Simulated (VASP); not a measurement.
Wanted: the native input for a VASP 6.6.1 run.

| Quantity | Value |
| --- | --- |
| Task | single point |
| Functional | PBEsol |
| Potentials or basis | VASP PAW PBE potentials, release 64 (Sr_sv, O) |
| Cutoff | 520 eV |
| k mesh | 9 × 9 × 4 |
| Occupations | gaussian, width 0.02 eV |
| Spin | no spin polarisation |
| Dipole correction | no |
| Further INCAR settings | ALGO = Fast; EDIFF = 1e-06; NBANDS = 24 |

The structure of SrO lies in POSCAR:

```
SrO
1.0
    4.2354042988      0.0000003164      0.0000000000
   -2.1177024234      3.6679675598      0.0000000000
    0.0000000000      0.0000000000      5.1095702874
Sr O
2 2
Direct
    0.0000000000      0.0000000000     -0.0625000611
    0.3333333333      0.6666666667      0.4374999389
    0.0000000000      0.0000000000      0.4375000611
    0.3333333333      0.6666666667      0.9375000611
```

The cell was built by a generator and needn't be a form met in nature.

The input as run:

INCAR

```
SYSTEM = SrO
ALGO = Fast
EDIFF = 1E-6
ENCUT = 520
GGA = PS
ISIF = 2
ISMEAR = 0
LASPH = .True.
LCHARG = .False.
LREAL = .False.
LWAVE = .False.
NBANDS = 24
NELM = 100
PREC = Accurate
SIGMA = 0.02
```

KPOINTS

```
k-points
0
Gamma
  9 9 4
  0 0 0
```

Potentials or basis: VASP PAW PBE potentials, release 64 (Sr_sv, O).

Launch:

```sh
$ cat potpaw_PBE.64/Sr_sv/POTCAR potpaw_PBE.64/O/POTCAR > POTCAR
$ mpirun -np 1 vasp_std > vasp.out
```

It gave:

```json
{"Pressure": "0.5 GPa", "Band gap on the k mesh": "2.59 eV, direct"}
```

Caveat: the PAW data sets were made with another functional, which shifts forces and pressure a little; an odd mesh through Γ misses points on the zone boundary, where band edges often lie.

Run time: 57 s on 1 thread of Intel(R) Xeon(R) 6975P-C (Granite Rapids), with other jobs on the host, peak memory 0.21 GiB.
